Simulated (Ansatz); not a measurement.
Calculated ³³S NMR of the central transition for SnS2

Cell: a structure deposited in the COD, its atoms then relaxed with PBE in this cell.

```xyz
3
Lattice="3.6050 0.0000 0.0000 -1.8025 3.1220 0.0000 0.0000 0.0000 5.4600" Properties=species:S:1:pos:R:3 pbc="T T T"
Sn    0.0000    0.0000    0.0000
S     1.8025    1.0407    3.9787
S     0.0000    2.0813    1.4813
```

Atom numbers follow the list; atoms alike are taken as one site, whose name carries the number of the first.

Level of theory: DFT, PBE, plane waves and PAW, with spin–orbit coupling, 420 eV cutoff, Γ-centred 14×14×8 k-points, Fermi–Dirac smearing 0.02 eV (Ansatz 0.2.0).

³³S has I = 3/2 and Q = -69.40 mb (Pyykkö 2018); at 16.4 T its Larmor frequency is ν₀ = 53.7 MHz. Only the quadrupole interaction is simulated: positions count from each site's isotropic chemical shift, and J coupling is left out, as are shift anisotropy and dipolar coupling, which fast spinning averages.

(1) Simulate the second-order pattern (fast magic-angle spinning, Gaussian broadening 2 kHz) of site S (3 Sn at 2.55 Å).

## Answers

(1) The calculation gives C_Q = 5.72 MHz and η = 0.00, so ν_Q = 2.86 MHz and the centre of gravity lies at -284 ppm (-15.2 kHz).

(offset (kHz), height): (-39.62, 0), (-38.46, 2), (-37.29, 5), (-36.12, 6), (-34.96, 6), (-33.79, 6), (-32.62, 6), (-31.45, 6), (-30.29, 7), (-29.12, 7), (-27.95, 7), (-26.79, 7), (-25.62, 12), (-24.45, 45), (-23.29, 81), (-22.12, 70), (-20.95, 54), (-19.79, 48), (-18.62, 44), (-17.45, 43), (-16.29, 42), (-15.12, 42), (-13.95, 42), (-12.79, 44), (-11.62, 46), (-10.45, 49), (-9.29, 55), (-8.12, 66), (-6.95, 91), (-5.79, 100), (-4.62, 42), (-3.45, 4)

An axis of threefold or higher order runs through S, so V_zz lies along it and η is zero.

At this cell the PBE pressure is 7 GPa, so with PBE the cell would grow if it were relaxed.
